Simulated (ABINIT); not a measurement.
# A GW chain in ABINIT: AlN (P6_3mc), part 3 of 3

How does a plane-wave GW calculation on AlN (P6_3mc) run from the first input to the gap?

ABINIT 10.8.3; LDA and many-body steps on it, plane waves. Known limits of the many-body steps: not at the basis limit.

So far. Step 4 (Empty states on the mesh, 6×6×4 mesh, 775 bands): On this mesh the gap is 4.255 eV. Step 5 (Screening, 6×6×4 mesh, 360 bands, screening to 300.4 eV): Local fields lower ε∞ by 9 %.

The database entry behind the starting cell differs from later determinations by our own check (inner coordinate u about 0.002 short), so it need not match the best structure at ambient conditions.

## Step 6: Self-energy, 6×6×4 mesh, 360 bands, screening to 300.4 eV

The self-energy is evaluated for the states that the input lists, and the levels follow from it, in one-shot runs by the linearised quasiparticle equation.

This step: G0W0 on LDA, plane waves, norm-conserving pseudopotentials.

run.abi

```
acell 3*1.0 Angstrom
rprim 
  3.113000000011 -0.000000000003 0.000000000000
  -1.556500000003 2.695937081992 0.000000000000
  0.000000000000 0.000000000000 4.981000000000
ntypat 2
znucl 13 7
natom 4
typat 1 1 2 2
xred 
  0.333333333333 0.666666666667 0.000000000000
  0.666666666667 0.333333333333 0.500000000000
  0.333333333333 0.666666666667 0.380000000000
  0.666666666667 0.333333333333 0.880000000000
pp_dirpath "pseudos"
pseudos "Al.upf, N.upf"
ecut 36
ngkpt 6 6 4
nshiftk 1
shiftk 0 0 0
kptopt 1
chksymbreak 0
istwfk *1
occopt 1
irdwfk 1
optdriver 4
nband 360
gwcalctyp 0
ecutsigx 36
symsigma 1
nkptgw 4
kptgw 
  0.0000000000 0.0000000000 0.0000000000
  0.5000000000 0.0000000000 0.0000000000
  0.0000000000 0.0000000000 0.5000000000
  0.5000000000 0.0000000000 0.5000000000
bdgw 
  6 10
  7 10
  5 10
  7 10
ecuteps 11.04
irdscr 1
ppmodel 1
indata_prefix "in"
outdata_prefix "out"
tmpdata_prefix "tmp"
```

Started as:

```bash
$ OMP_NUM_THREADS=1 mpirun -n 4 abinit run.abi > log
```

Numbers of over 12 decimals in the logs are rounded to 6 here.

Output:

```text
.Version 10.8.3 of ABINIT. v10.8.2 released Aug 2026.

 Symmetries : space group P6_3 m c (#186); Bravais hP (primitive hexag.)
[... echo of the input left out ...]
== DATASET  1 ==================================================================
-   mpi_nproc: 4, omp_nthreads: 1 (-1 if OMP is not activated)

--- !DatasetInfo
iteration_state: {dtset: 1, }
dimensions: {natom: 4, nkpt: 21, mband: 360, nsppol: 1, nspinor: 1, nspden: 1, mpw: 2934, }
cutoff_energies: {ecut:  36.0, pawecutdg:  -1.0, }
electrons: {nelect:   1.60000000E+01, charge:   0.00000000E+00, occopt:   1.00000000E+00, tsmear:   1.00000000E-02, }

 SIGMA: Calculation of the GW corrections

 Based on a program developped by R.W. Godby, V. Olevano, G. Onida, and L. Reining.
 Incorporated in ABINIT by V. Olevano, G.-M. Rignanese, and M. Torrent.
.Using double precision arithmetic ; gwpc =  8

[... cell and pseudopotentials left out ...]
--------------------------------------------------------------------------------

 ==== K-mesh for the wavefunctions ====
 Number of points in the irreducible wedge :    21
[... list of points left out ...]
 Together with 12 symmetry operations and time-reversal symmetry
 yields   144 points in the full Brillouin Zone.

 ==== Q-mesh for screening function ====
 Number of points in the irreducible wedge :    21
[... list of points left out ...]
 Together with 12 symmetry operations and time-reversal symmetry
 yields   144 points in the full Brillouin Zone.

 vcoul_init : cutoff-mode = AUXILIARY_FUNCTION
 q-points for optical limit:   1
     1)      0.000010    0.000020    0.000030
 setmesh: FFT mesh size selected  =    27x   27x   54
          total number of points  =        39366

 Number of electrons calculated from density =   16.0000; Expected =   16.0000
 average of density, n =  0.056718
 r_s =    1.6146
 omega_plasma =   22.9728 [eV]

 === KS Band Gaps ===
  >>>> For spin  1
   Minimum direct gap =   4.2550 [eV], located at k-point      :   0.0000  0.0000  0.0000
   Fundamental gap    =   4.2550 [eV], Top of valence bands at :   0.0000  0.0000  0.0000
                                       Bottom of conduction at :   0.0000  0.0000  0.0000
 SIGMA fundamental parameters:
 PLASMON POLE MODEL  1
 number of plane-waves for SigmaX                 2863
 number of plane-waves for SigmaC and W            513
 number of plane-waves for wavefunctions          2863
 number of bands                                   360
 number of independent spin polarizations            1
 number of spinorial components                      1
 number of k-points in IBZ                          21
 number of q-points in IBZ                          21
 number of symmetry operations                      12
 number of k-points in BZ                          144
 number of q-points in BZ                          144
 number of frequencies for dSigma/dE                 9
 frequency step for dSigma/dE [eV]                0.25
 number of omega for Sigma on real axis              0
 max omega for Sigma on real axis  [eV]           0.00
 zcut for avoiding poles [eV]                     0.10

 EPSILON^-1 parameters (SCR file):
 dimension of the eps^-1 matrix on file            513
 dimension of the eps^-1 matrix used               513
 number of plane-waves for wavefunctions          2863
 number of bands                                   360
 number of q-points in IBZ                          21
 number of frequencies                               2
 number of real frequencies                          1
 number of imag frequencies                          1

 matrix elements of self-energy operator (all in [eV])

 Perturbative Calculation

--- !SelfEnergy_ee
iteration_state: {dtset: 1, }
kpoint     : [   0.000,    0.000,    0.000, ]
spin       : 1
KS_gap     :    4.255
QP_gap     :    5.857
Delta_QP_KS:    1.602
data: !SigmaeeData |
     Band     E0 <VxcDFT>   SigX SigC(E0)      Z dSigC/dE  Sig(E)    E-E0       E
        6   5.481 -16.803 -20.935   2.768   0.783  -0.277 -17.872  -1.070   4.412
        7   5.481 -16.803 -20.935   2.768   0.783  -0.277 -17.872  -1.070   4.412
        8   5.659 -16.908 -20.973   2.727   0.784  -0.276 -17.957  -1.049   4.610
        9   9.914 -12.746  -8.139  -3.927   0.814  -0.229 -12.193   0.553  10.467
       10  12.222 -11.101  -5.870  -4.393   0.824  -0.213 -10.410   0.690  12.912

--- !SelfEnergy_ee
iteration_state: {dtset: 1, }
kpoint     : [   0.500,    0.000,    0.000, ]
spin       : 1
KS_gap     :    6.364
QP_gap     :    8.171
Delta_QP_KS:    1.807
data: !SigmaeeData |
     Band     E0 <VxcDFT>   SigX SigC(E0)      Z dSigC/dE  Sig(E)    E-E0       E
        7   3.866 -14.832 -19.233   2.871   0.784  -0.275 -16.032  -1.200   2.667
        8   4.995 -16.437 -20.778   2.880   0.783  -0.277 -17.580  -1.143   3.852
        9  11.359  -9.852  -4.860  -4.194   0.833  -0.201  -9.188   0.664  12.023
       10  11.383 -10.939  -6.011  -4.090   0.823  -0.215 -10.249   0.690  12.073

--- !SelfEnergy_ee
iteration_state: {dtset: 1, }
kpoint     : [   0.000,    0.000,    0.500, ]
spin       : 1
KS_gap     :    6.945
QP_gap     :    8.779
Delta_QP_KS:    1.834
data: !SigmaeeData |
     Band     E0 <VxcDFT>   SigX SigC(E0)      Z dSigC/dE  Sig(E)    E-E0       E
        5   5.142 -16.549 -20.835   2.856   0.784  -0.276 -17.670  -1.121   4.022
[...]
10  12.087 -12.952  -7.738  -4.333   0.809  -0.236 -12.239   0.714  12.800

--- !SelfEnergy_ee
iteration_state: {dtset: 1, }
kpoint     : [   0.500,    0.000,    0.500, ]
spin       : 1
KS_gap     :    6.595
QP_gap     :    8.413
Delta_QP_KS:    1.818
data: !SigmaeeData |
     Band     E0 <VxcDFT>   SigX SigC(E0)      Z dSigC/dE  Sig(E)    E-E0       E
        7   4.299 -15.743 -20.221   2.952   0.783  -0.278 -16.938  -1.194   3.105
        8   4.299 -15.743 -20.221   2.952   0.783  -0.278 -16.938  -1.194   3.105
        9  10.894 -10.410  -5.562  -4.095   0.828  -0.207  -9.787   0.624  11.518
       10  10.894 -10.410  -5.562  -4.095   0.828  -0.207  -9.787   0.624  11.518

== END DATASET(S) ==============================================================
================================================================================

 -outvars: echo values of variables after computation  --------
           etotal      0.0000000000E+00
            nband         360
             nkpt          21
          spgroup         186
 [... the other variables as echoed above ...]

 Calculation completed.
```

The job ended after 8.2 min (4 MPI ranks of Arm Neoverse V2, shared host; peak memory 4.6 GiB).

This step gave:

| Property | Result |
| --- | --- |
| G0W0 gap on the mesh | 5.857 eV |
| starting gap on the mesh | 4.255 eV |
| k of the valence top | 0, 0, 0 |
| k of the conduction bottom | 0, 0, 0 |
| Z at the valence top | 0.784 |
| Z at the conduction bottom | 0.814 |
| least direct G0W0 gap on the computed points | 5.857 eV |

The gap on the mesh goes from 4.26 eV to 5.86 eV, a correction of +1.60 eV.

Limits: finite bands, cutoff and mesh. v1 is the top filled band, c1 the lowest empty one. Levels before and after the correction, in eV, zero at the valence-band top of each column:

|  | conduction bottom | valence top |
| --- | --- | --- |
| Kohn-Sham | 4.26 | 0.00 |
| G0W0 | 5.86 | 0.00 |

|  | level | energy (eV) |
| --- | --- | --- |
| Kohn-Sham | Γ v3-v2 | -0.178 |
| Kohn-Sham | Γ v1 | 0.000 |
| Kohn-Sham | Γ c1 | 4.255 |
| Kohn-Sham | Γ c2 | 6.563 |
| G0W0 | Γ v3-v2 | -0.198 |
| G0W0 | Γ v1 | 0.000 |
| G0W0 | Γ c1 | 5.857 |
| G0W0 | Γ c2 | 8.302 |

## Step 7: Where the time went

Times are wall times on 4 MPI ranks of Arm Neoverse V2, shared host, good to a factor of about two.

| step | time | share | memory (GiB) |
| --- | --- | --- | --- |
| ground state | 7.3 s | 0 % | 0.28 |
| bands along the symmetry lines | 11 s | 1 % | 0.3 |
| empty states on the mesh | 2.2 min | 8 % | 2.2 |
| screening | 16 min | 60 % | 3.8 |
| self-energy | 8.2 min | 31 % | 4.6 |

## Step 8: Summary of results

* LDA gap: 4.26 eV, direct
* G0W0 gap on the mesh: 5.86 eV
* GW settings: 6×6×4 mesh, 360 bands, screening to 300.4 eV, Godby-Needs plasmon pole
* known limits: not at the basis limit

**Reading.** G0W0 moves the gap on the mesh from 4.26 eV to 5.86 eV (+1.60 eV), with Z of 0.78 and 0.81 at the edges. Local fields lower the RPA ε∞ on this mesh from 4.72 to 4.28. The dearest step here is «screening». Bands and cutoff are finite, so the gap is not at the basis limit. The miss can reach some tenths of an eV and take either sign; the mesh is an error of its own.

[Paths, hosts, dates, memory and timing lines, banners, echoed tables and standing remarks are left out of the program output.]

[Logs are printed without paths, hosts, clocks, repeated set-up lines and the standing remarks that a program may print on its own settings, such as how far it seeks lower states.]

[Runs of the session that timed out or met a known fault of the program may be left out.]

[Hosts, paths, dates, database ids (printed as entryN), source tags and the programs' standing remarks are cut or masked in the printed files.]

[G0W0 gaps are taken among the corrected bands and points alone; a level outside them can change the order at an edge.]

[Where Ansatz stands beside ABINIT at settings called matched, ABINIT's density can come from a denser mesh and the files from another edition; pairs whose starting gaps differed by over 0.03 eV were left out, so agreement reads better than it is.]
